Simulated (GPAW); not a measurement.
# InP (F-43m) in GPAW: notebook

The runs below take InP through relaxation of cell and atoms, single point, with PBEsol+D3(BJ)+ATM, PBEsol+D4, PBE, PBEsol.

Everything below comes from runs of GPAW 26.7.0. Logs are shortened: lines on timing, memory, paths and dates and some standing lists are left out, and cuts for length are marked. The log counts tension as positive stress, the text compression.

**Measured values to compare with.**

A printed reference work, data compilation reports, for a bulk crystal of InP at 1.6 K: band gap 1.4236 eV (direct).

How close the calculation comes is told below.

### 1 The structure

It takes space group F-43m (No. 216, cubic). The conventional cell has a = 5.861 Å, b = 5.861 Å, c = 5.861 Å, α = 90.00°, β = 90.00°, γ = 90.00°. In (site symmetry -43m) is surrounded by 4 P at 2.54 Å. P (site symmetry -43m) is surrounded by 4 In at 2.54 Å.

### 2 Relaxation of cell and atoms, PBEsol+D3(BJ)+ATM

run.py

```python
from ase import Atoms
from ase.calculators.mixing import SumCalculator
from ase.filters import FrechetCellFilter
from ase.io import write
from ase.optimize import BFGS
from dftd3.ase import DFTD3
from gpaw import GPAW, PW, setup_paths

setup_paths.insert(0, '.')

atoms = Atoms(['In', 'P'],
              cell=[[0.0, 2.9305, 2.9305],
                    [2.9305, 0.0, 2.9305],
                    [2.9305, 2.9305, 0.0]],
              scaled_positions=[[0.0, 0.0, 0.0],
                                [0.75, 0.75, 0.75]],
              pbc=True)

calc = GPAW(mode=PW(600),
            xc='PBEsol',
            kpts={'size': (8, 8, 8), 'gamma': True},
            occupations={'name': 'fermi-dirac', 'width': 0.05},
            nbands=18,
            convergence={'density': 1e-05, 'forces': 0.0001},
            maxiter=150,
            txt='gpaw.txt')
atoms.calc = SumCalculator([calc, DFTD3(damping='d3bj', params_tweaks=dict(method='pbesol', atm=True))])
opt = BFGS(FrechetCellFilter(atoms), trajectory='relax.traj', logfile='-')
done = opt.run(fmax=0.02, steps=60)
calc.write('gs.gpw')
write('result.traj', atoms)
print('Converged:', done)
print('Cell:', atoms.cell.cellpar().round(4))
print('Volume:', round(atoms.get_volume(), 4))
print(atoms.get_scaled_positions().round(5))
```

Potentials or basis: PAW data sets generated in the run's folder for this functional, pw.

Run with:

```sh
> gpaw-setup -f PBEsol In P
> OMP_NUM_THREADS=1 python run.py
```

gpaw.txt:

```text
__  _  _
 | _ |_)|_||  |
 |__||  | ||/\| - 26.7.0

Input parameters:
  mode=PW(ecut=600.0),
  convergence={'density': 1e-05, 'forces': 0.0001},
  kpts=MonkhorstPack(size=(8, 8, 8), gamma=True),
  maxiter=150,
  nbands=18,
  occupations=Occupations(name='fermi-dirac', width=0.05),
  xc=XC(name='PBEsol')

Diagonalizing LCAO Hamiltonian
Converting LCAO to pw mode

                     P

       In

Atoms  # Å, Bohr magnetons
|   | symbol |        x |        y |        z |    initial magnetic moments |
|---|--------|----------|----------|----------|-----------------------------|
| 0 |     In | 0.000000 | 0.000000 | 0.000000 | ( 0.0000,  0.0000,  0.0000) |
| 1 |      P | 4.395750 | 4.395750 | 4.395750 | ( 0.0000,  0.0000,  0.0000) |

Unit cell  # Å
| periodic |        x |        y |        z |  lengths |    angles |
|----------|----------|----------|----------|----------|-----------|
|      yes | 0.000000 | 2.930500 | 2.930500 | 4.144353 | 60.000000 |
|      yes | 2.930500 | 0.000000 | 2.930500 | 4.144353 | 60.000000 |
|      yes | 2.930500 | 2.930500 | 0.000000 | 4.144353 | 60.000000 |

Number of symmetries: 24
Symmetry operations  # r_c * U_cc + t_c -> r_c
|    | kind |            matrix            |
|----|------|------------------------------|
|  0 |  E   |  1, 0, 0,  0, 1, 0,  0, 0, 1 |
|  1 |  σ   |  1, 0, 0,  0, 0, 1,  0, 1, 0 |
|  2 |  σ   |  1, 0,-1,  0, 1,-1,  0, 0,-1 |
|  3 |  C3  |  1, 0,-1,  0, 0,-1,  0, 1,-1 |
|  4 |  C3  |  1,-1, 0,  0,-1, 1,  0,-1, 0 |
|  5 |  σ   |  1,-1, 0,  0,-1, 0,  0,-1, 1 |
|  6 |  σ   |  0, 1, 0,  1, 0, 0,  0, 0, 1 |
|  7 |  C3  |  0, 1, 0,  0, 0, 1,  1, 0, 0 |
|  8 |  C2  |  0, 1,-1,  1, 0,-1,  0, 0,-1 |
|  9 |  S4  |  0, 1,-1,  0, 0,-1,  1, 0,-1 |
| 10 |  C3  |  0, 0, 1,  1, 0, 0,  0, 1, 0 |
| 11 |  σ   |  0, 0, 1,  0, 1, 0,  1, 0, 0 |
| 12 |  S4  |  0, 0,-1,  1, 0,-1,  0, 1,-1 |
| 13 |  C3  |  0, 0,-1,  0, 1,-1,  1, 0,-1 |
| 14 |  S4  |  0,-1, 1,  1,-1, 0,  0,-1, 0 |
| 15 |  C2  |  0,-1, 1,  0,-1, 0,  1,-1, 0 |
| 16 |  C3  |  0,-1, 0,  1,-1, 0,  0,-1, 1 |
| 17 |  S4  |  0,-1, 0,  0,-1, 1,  1,-1, 0 |
| 18 |  S4  | -1, 1, 0, -1, 0, 1, -1, 0, 0 |
| 19 |  C3  | -1, 1, 0, -1, 0, 0, -1, 0, 1 |
| 20 |  C3  | -1, 0, 1, -1, 1, 0, -1, 0, 0 |
| 21 |  S4  | -1, 0, 1, -1, 0, 0, -1, 1, 0 |
| 22 |  σ   | -1, 0, 0, -1, 1, 0, -1, 0, 1 |
| 23 |  C2  | -1, 0, 0, -1, 0, 1, -1, 1, 0 |
[... 170 lines left out ...]
|          1 |        -9.256 |     2.000 |
|          2 |        -9.256 |     2.000 |
|          3 |        -9.099 |     2.000 |
|          4 |        -9.099 |     2.000 |
|          5 |        -6.732 |     2.000 |
[... 10 lines left out ...]
|         16 |        15.878 |     0.000 |
|         17 |        15.878 |     0.000 |

Gap: 0.611 eV
Transition (v -> c):
  (s=0, k=0, n=8, [0.00, 0.00, 0.00]) -> (s=0, k=0, n=9, [0.00, 0.00, 0.00])
No difference between direct/indirect transitions

Stress tensor  # eV/Ang^3
|         x |         y |         z |
|-----------|-----------|-----------|
| -0.002250 |  0.000000 | -0.000000 |
|  0.000000 | -0.002250 |  0.000000 |
| -0.000000 |  0.000000 | -0.002250 |

Forces  # eV/Ang
|        x |        y |       z |
|----------|----------|---------|
| -0.00000 | -0.00000 | 0.00000 |  # In   0
|  0.00000 |  0.00000 | 0.00000 |  # P    1

Interpolating wave functions to new cell

                     P

       In

Atoms  # Å, Bohr magnetons
|   | symbol |         x |         y |        z |    initial magnetic moments |
|---|--------|-----------|-----------|----------|-----------------------------|
| 0 |     In | -0.000000 | -0.000000 | 0.000000 | ( 0.0000,  0.0000,  0.0000) |
| 1 |      P |  4.389074 |  4.389074 | 4.389074 | ( 0.0000,  0.0000,  0.0000) |

Unit cell  # Å
| periodic |        x |         y |        z |  lengths |    angles |
|----------|----------|-----------|----------|----------|-----------|
|      yes | 0.000000 |  2.926050 | 2.926050 | 4.138059 | 60.000000 |
|      yes | 2.926050 | -0.000000 | 2.926050 | 4.138059 | 60.000000 |
|      yes | 2.926050 |  2.926050 | 0.000000 | 4.138059 | 60.000000 |

Number of symmetries: 24
Symmetry operations  # r_c * U_cc + t_c -> r_c
|    | kind |            matrix            |
|----|------|------------------------------|
|  0 |  E   |  1, 0, 0,  0, 1, 0,  0, 0, 1 |
|  1 |  σ   |  1, 0, 0,  0, 0, 1,  0, 1, 0 |
|  2 |  σ   |  1, 0,-1,  0, 1,-1,  0, 0,-1 |
|  3 |  C3  |  1, 0,-1,  0, 0,-1,  0, 1,-1 |
|  4 |  C3  |  1,-1, 0,  0,-1, 1,  0,-1, 0 |
|  5 |  σ   |  1,-1, 0,  0,-1, 0,  0,-1, 1 |
|  6 |  σ   |  0, 1, 0,  1, 0, 0,  0, 0, 1 |
|  7 |  C3  |  0, 1, 0,  0, 0, 1,  1, 0, 0 |
|  8 |  C2  |  0, 1,-1,  1, 0,-1,  0, 0,-1 |
|  9 |  S4  |  0, 1,-1,  0, 0,-1,  1, 0,-1 |
| 10 |  C3  |  0, 0, 1,  1, 0, 0,  0, 1, 0 |
| 11 |  σ   |  0, 0, 1,  0, 1, 0,  1, 0, 0 |
| 12 |  S4  |  0, 0,-1,  1, 0,-1,  0, 1,-1 |
| 13 |  C3  |  0, 0,-1,  0, 1,-1,  1, 0,-1 |
| 14 |  S4  |  0,-1, 1,  1,-1, 0,  0,-1, 0 |
| 15 |  C2  |  0,-1, 1,  0,-1, 0,  1,-1, 0 |
| 16 |  C3  |  0,-1, 0,  1,-1, 0,  0,-1, 1 |
| 17 |  S4  |  0,-1, 0,  0,-1, 1,  1,-1, 0 |
| 18 |  S4  | -1, 1, 0, -1, 0, 1, -1, 0, 0 |
| 19 |  C3  | -1, 1, 0, -1, 0, 0, -1, 0, 1 |
| 20 |  C3  | -1, 0, 1, -1, 1, 0, -1, 0, 0 |
| 21 |  S4  | -1, 0, 1, -1, 0, 0, -1, 1, 0 |
| 22 |  σ   | -1, 0, 0, -1, 1, 0, -1, 0, 1 |
| 23 |  C2  | -1, 0, 0, -1, 0, 1, -1, 1, 0 |
[... 168 lines left out ...]
|          1 |        -9.217 |     2.000 |
|          2 |        -9.217 |     2.000 |
|          3 |        -9.058 |     2.000 |
|          4 |        -9.058 |     2.000 |
|          5 |        -6.715 |     2.000 |
[... 10 lines left out ...]
|         16 |        15.937 |     0.000 |
|         17 |        15.937 |     0.000 |

Gap: 0.635 eV
Transition (v -> c):
  (s=0, k=0, n=8, [0.00, 0.00, 0.00]) -> (s=0, k=0, n=9, [0.00, 0.00, 0.00])
No difference between direct/indirect transitions

Stress tensor  # eV/Ang^3
|         x |         y |         z |
|-----------|-----------|-----------|
| -0.004247 |  0.000000 |  0.000000 |
|  0.000000 | -0.004247 |  0.000000 |
|  0.000000 |  0.000000 | -0.004247 |

Forces  # eV/Ang
|        x |        y |       z |
|----------|----------|---------|
| -0.00000 | -0.00000 | 0.00000 |  # In   0
| -0.00000 | -0.00000 | 0.00000 |  # P    1

Interpolating wave functions to new cell

                     P

       In

Atoms  # Å, Bohr magnetons
|   | symbol |         x |         y |        z |    initial magnetic moments |
|---|--------|-----------|-----------|----------|-----------------------------|
| 0 |     In | -0.000000 | -0.000000 | 0.000000 | ( 0.0000,  0.0000,  0.0000) |
| 1 |      P |  4.366682 |  4.366682 | 4.366682 | ( 0.0000,  0.0000,  0.0000) |

Unit cell  # Å
| periodic |         x |        y |         z |  lengths |    angles |
|----------|-----------|----------|-----------|----------|-----------|
|      yes | -0.000000 | 2.911121 |  2.911121 | 4.116947 | 60.000000 |
|      yes |  2.911121 | 0.000000 |  2.911121 | 4.116947 | 60.000000 |
|      yes |  2.911121 | 2.911121 | -0.000000 | 4.116947 | 60.000000 |

Number of symmetries: 24
Symmetry operations  # r_c * U_cc + t_c -> r_c
|    | kind |            matrix            |
|----|------|------------------------------|
|  0 |  E   |  1, 0, 0,  0, 1, 0,  0, 0, 1 |
|  1 |  σ   |  1, 0, 0,  0, 0, 1,  0, 1, 0 |
|  2 |  σ   |  1, 0,-1,  0, 1,-1,  0, 0,-1 |
|  3 |  C3  |  1, 0,-1,  0, 0,-1,  0, 1,-1 |
|  4 |  C3  |  1,-1, 0,  0,-1, 1,  0,-1, 0 |
|  5 |  σ   |  1,-1, 0,  0,-1, 0,  0,-1, 1 |
|  6 |  σ   |  0, 1, 0,  1, 0, 0,  0, 0, 1 |
|  7 |  C3  |  0, 1, 0,  0, 0, 1,  1, 0, 0 |
|  8 |  C2  |  0, 1,-1,  1, 0,-1,  0, 0,-1 |
|  9 |  S4  |  0, 1,-1,  0, 0,-1,  1, 0,-1 |
| 10 |  C3  |  0, 0, 1,  1, 0, 0,  0, 1, 0 |
| 11 |  σ   |  0, 0, 1,  0, 1, 0,  1, 0, 0 |
| 12 |  S4  |  0, 0,-1,  1, 0,-1,  0, 1,-1 |
| 13 |  C3  |  0, 0,-1,  0, 1,-1,  1, 0,-1 |
| 14 |  S4  |  0,-1, 1,  1,-1, 0,  0,-1, 0 |
| 15 |  C2  |  0,-1, 1,  0,-1, 0,  1,-1, 0 |
| 16 |  C3  |  0,-1, 0,  1,-1, 0,  0,-1, 1 |
| 17 |  S4  |  0,-1, 0,  0,-1, 1,  1,-1, 0 |
| 18 |  S4  | -1, 1, 0, -1, 0, 1, -1, 0, 0 |
| 19 |  C3  | -1, 1, 0, -1, 0, 0, -1, 0, 1 |
| 20 |  C3  | -1, 0, 1, -1, 1, 0, -1, 0, 0 |
| 21 |  S4  | -1, 0, 1, -1, 0, 0, -1, 1, 0 |
| 22 |  σ   | -1, 0, 0, -1, 1, 0, -1, 0, 1 |
| 23 |  C2  | -1, 0, 0, -1, 0, 1, -1, 1, 0 |
[... 169 lines left out ...]
|          1 |        -9.085 |     2.000 |
|          2 |        -9.085 |     2.000 |
|          3 |        -8.918 |     2.000 |
|          4 |        -8.918 |     2.000 |
|          5 |        -6.656 |     2.000 |
[... 10 lines left out ...]
|         16 |        16.137 |     0.000 |
|         17 |        16.137 |     0.000 |

Gap: 0.717 eV
Transition (v -> c):
  (s=0, k=0, n=8, [0.00, 0.00, 0.00]) -> (s=0, k=0, n=9, [0.00, 0.00, 0.00])
No difference between direct/indirect transitions

Stress tensor  # eV/Ang^3
|         x |         y |         z |
|-----------|-----------|-----------|
| -0.011274 |  0.000000 |  0.000000 |
|  0.000000 | -0.011274 |  0.000000 |
|  0.000000 |  0.000000 | -0.011274 |

Forces  # eV/Ang
|        x |        y |        z |
|----------|----------|----------|
|  0.00000 | -0.00000 |  0.00000 |  # In   0
| -0.00000 |  0.00000 | -0.00000 |  # P    1

# Writing to gs.gpw (mode='')
```

Run time: 51 s. Hardware: 1 thread of Intel Xeon Platinum 8488C (Sapphire Rapids), shared host; peak memory 0.2 GiB.

What came out:

```
Free energy                            : -9.9521 eV
Relaxed volume                         : 24.67 Å³/atom
Relaxed cell                           : a = 4.117 Å, b = 4.117 Å, c = 4.117 Å, α = 60.00°, β = 60.00°, γ = 60.00°
Space group after relaxing (to 0.05 Å) : F-43m (No. 216)
Energy gained by relaxing              : 2.0 meV/atom
Ionic steps                            : 3
Pressure after relaxing                : 0.0 GPa
Band gap on the k mesh                 : 0.72 eV, direct
Dispersion energy per atom             : -0.289 eV
```

The path:
```tsv
step	energy change (eV)	largest force (eV/Å)	pressure (GPa)	volume (Å³)
1	0.0000	0.0000	-1.35	50.33
2	-0.0017	0.0000	-1.05	50.10
3	-0.0039	0.0000	0.03	49.34
```

Final structure:
```
In P
1.0
     0.00000    2.91112    2.91112
     2.91112    0.00000    2.91112
     2.91112    2.91112    0.00000
In P
1 1
Direct
  0.00000 0.00000 0.00000
  0.75000 0.75000 0.75000
```

Caveat: later steps reuse the first step's grids; spin-orbit coupling is left out, which moves the levels of the heavy elements.

(Continued in part 2 of 2.)
